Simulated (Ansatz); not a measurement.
Free-standing chains of the atoms of CdTe, named by their start (strip: triangular double chain, ladder: square double chain); atoms and period are relaxed, and energies count from relaxed bulk CdTe (F-43m, 36.22 Å³/atom, gap on the mesh 0.59 eV).

Theory: DFT PBE, scalar-relativistic, plane waves, PAW in Ansatz.

Cutoff 420 eV, Gaussian smearing of 0.05 eV, energies at zero smearing, symmetry of each start kept, collinear spin where a moment is listed.

```csv
start,atoms,k mesh,excess energy (eV per host atom),period (Å),gap on the mesh (eV),highest filled level or Fermi level under vacuum (eV),size of the moment (μB per cell)
linear chain,2,1×1×13,0.954,5.247,0,5.36,0.15
dimerised chain,2,1×1×13,0.955,5.246,0,5.39,0.00
zigzag chain,2,1×1×14,0.661,4.842,1.47,-,0.00
ladder chain,4,1×1×13,0.409,4.791,1.50,-,0.00
strip chain,2,1×1×23,0.809,2.855,0,-,0.00
```

Spin-orbit coupling is left out, which matters for the bands of heavy elements. An odd mesh misses points on the zone edge, so a gap read on it can be too wide.

Each run keeps its start's symmetry and one magnetic start, so lower states can exist. Rows stand on unlike meshes and boxes, so starts that end alike can differ by a few hundredths of an eV per atom.

Cost: 5 runs of about 15 core-minutes in all, on Intel Xeon Platinum 8259CL (Skylake/Cascade Lake) (shared hosts).